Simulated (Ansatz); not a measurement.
These are results of Ansatz, DFT PBE, scalar-relativistic, plane waves, PAW, not measurements. All cells share a 420 eV cutoff and Γ-centred k meshes spaced at most about 0.3 Å⁻¹ (about 0.25 or finer for metals, 2π included). Collinear spin in cells that started with moments and kept them past the coarse steps, no spin elsewhere.

All energies are static (0 K, no zero-point motion). Lower structures may exist.

Question: Which of these relaxed structures of NiO is the lowest in energy?
A.

```cif
data_structure
_symmetry_space_group_name_H-M 'P4/mmm'
_symmetry_Int_Tables_number 123
_cell_length_a 2.6878
_cell_length_b 2.6878
_cell_length_c 3.2396
_cell_angle_alpha 90.000
_cell_angle_beta 90.000
_cell_angle_gamma 90.000
_cell_volume 23.40
loop_
_atom_site_label
_atom_site_type_symbol
_atom_site_symmetry_multiplicity
_atom_site_Wyckoff_symbol
_atom_site_fract_x
_atom_site_fract_y
_atom_site_fract_z
_atom_site_occupancy
Ni1 Ni 1 b 0.00000 0.00000 0.50000 1
O1 O 1 d 0.50000 0.50000 0.50000 1
```

B.

```cif
data_structure
_symmetry_space_group_name_H-M 'P4_2/mmc'
_symmetry_Int_Tables_number 131
_cell_length_a 2.8302
_cell_length_b 2.8302
_cell_length_c 5.0097
_cell_angle_alpha 90.000
_cell_angle_beta 90.000
_cell_angle_gamma 90.000
_cell_volume 40.13
loop_
_atom_site_label
_atom_site_type_symbol
_atom_site_symmetry_multiplicity
_atom_site_Wyckoff_symbol
_atom_site_fract_x
_atom_site_fract_y
_atom_site_fract_z
_atom_site_occupancy
Ni1 Ni 2 d 0.00000 0.50000 0.50000 1
O1 O 2 e 0.00000 0.00000 0.25000 1
```

C.

```cif
data_structure
_symmetry_space_group_name_H-M 'Fm-3m'
_symmetry_Int_Tables_number 225
_cell_length_a 4.2164
_cell_length_b 4.2164
_cell_length_c 4.2164
_cell_angle_alpha 90.000
_cell_angle_beta 90.000
_cell_angle_gamma 90.000
_cell_volume 74.96
loop_
_atom_site_label
_atom_site_type_symbol
_atom_site_symmetry_multiplicity
_atom_site_Wyckoff_symbol
_atom_site_fract_x
_atom_site_fract_y
_atom_site_fract_z
_atom_site_occupancy
Ni1 Ni 4 a 0.00000 0.00000 0.00000 1
O1 O 4 b 0.50000 0.00000 0.00000 1
```

D.

```cif
data_structure
_symmetry_space_group_name_H-M 'Pmma'
_symmetry_Int_Tables_number 51
_cell_length_a 4.9368
_cell_length_b 2.6415
_cell_length_c 3.6929
_cell_angle_alpha 90.000
_cell_angle_beta 90.000
_cell_angle_gamma 90.000
_cell_volume 48.16
loop_
_atom_site_label
_atom_site_type_symbol
_atom_site_symmetry_multiplicity
_atom_site_Wyckoff_symbol
_atom_site_fract_x
_atom_site_fract_y
_atom_site_fract_z
_atom_site_occupancy
Ni1 Ni 2 a 0.00000 0.00000 0.00000 1
O1 O 2 f 0.75000 0.50000 0.16828 1
```

Answer: B. It has space group P4_2/mmc (No. 131); the next, D, with space group Pmma (No. 51), lies 0.33 eV/atom higher. Largest moments: B no spin, D no spin, C 1.5 μB, A no spin. Counting O atoms around Ni (those within 1.25 times the shortest such distance or 1.15 times the sum of covalent radii), the lowest and the next both have Ni 4.

For metals, differences of a few meV/atom aren't resolved. No dispersion correction is applied, so the spacing and binding between layers, chains or molecules are poorly described (Pmma, P4/mmm), and this can change margins and order among such cells. In such compounds of Ni a zero gap at this level may well be an artefact, since no Hubbard U is applied. Another magnetic order may lie lower. The Fm-3m cell at 9.4 Å³/atom was relaxed from a cell as deposited in COD. Trial moments died out on the coarse mesh in P4_2/mmc, Pmma and P4/mmm; another magnetic start might hold. Cells relaxed within their symmetry can be saddle points. The Pmma cell of NiO came from shaking the P4/mmm one. Some structure types and database cells were kept out of the candidates from the start, so a known form may be missing.
